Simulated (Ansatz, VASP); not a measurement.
One calculation of HgSe, two programs

```xyz
2
Lattice="0.0000 3.0602 3.0602 3.0602 0.0000 3.0602 3.0602 3.0602 0.0000" Properties=species:S:1:pos:R:3 pbc="T T T"
Hg    0.0000    0.0000    0.0000
Se    1.5301    1.5301    1.5301
```

Alike in both runs: task single point; functional PBEsol; k mesh 6 × 6 × 6; occupations gaussian, width 0.1 eV; no spin polarisation.

|  | VASP | Ansatz |
| --- | --- | --- |
| version | VASP 6.6.1 | Ansatz 0.2.0 |
| potentials or method | VASP PAW PBE potentials, release 64 (Hg, Se) | scalar-relativistic, plane waves, PAW |
| plane-wave cutoff (eV) | 520 | 420 |
| valence electrons in the cell | 18 | 36 |

VASP gave:

| Item | Value |
| --- | --- |
| gap on the k mesh at the Fermi level (eV) | none |
| pressure (GPa) | 0.7 |

Which values does Ansatz return?

gap on the k mesh at the Fermi level (eV): none; pressure (GPa): 0.4.

A gap of «none» marks a metal or a gap that the smearing closes. The two sets of potentials don't hold the same shells in valence.

Caveats: the PAW data sets were made with another functional, which shifts forces and pressure a little (VASP). The runs have no spin-orbit coupling, so splittings on Hg are missing.
